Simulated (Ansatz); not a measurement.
The system is Ni.

```
Ni
1.0
    -1.38372    1.38372    1.38372
     1.38372   -1.38372    1.38372
     1.38372    1.38372   -1.38372
Ni
1
Direct
  0.00000 0.00000 0.00000
```

This isn't the form of Ni at room conditions, which is fcc.

* Program: Ansatz 0.2.0
* Task: relaxation of cell and atoms
* Functional: RPBE
* Potentials or basis: Ansatz PAW
* Cutoff: 420 eV (not typed: the program's choice for these potentials)
* k mesh: 13 × 13 × 13
* Occupations: fermi-dirac, width 0.05 eV
* Spin: collinear spin, ferromagnetic start
* Starting moments: [1.0] μB

At the start: volume 10.60 Å³/atom.

Question: How do energy, volume and symmetry change on relaxing?

Answer: It ends after 7 steps and the volume is 11.33 Å³/atom (+6.9 %); space group Im-3m (No. 229, to 0.05 Å); moment 0.62 μB per cell.

The path:
```tsv
step	energy change (eV)	largest force (eV/Å)	volume (Å³)
1	0.0000	0.0000	10.60
2	-0.0207	0.0000	10.93
3	-0.0287	0.0000	11.29
4	-0.0288	0.0000	11.33
5	-0.0291	0.0000	11.33
6	-0.0291	0.0000	11.33
7	-0.0291	0.0000	11.33
```

Final structure:
```
CELL_PARAMETERS angstrom
-1.41489 1.41489 1.41489
1.41489 -1.41489 1.41489
1.41489 1.41489 -1.41489
ATOMIC_POSITIONS crystal
Ni 0.00000 0.00000 0.00000
```

Caveat: the plane-wave basis is chosen anew once the cell has moved, so the energies of steps on either side of that aren't comparable; the PAW data sets come from PBE, with cores solved anew for the run's functional, which leaves a small shift of forces and pressure.
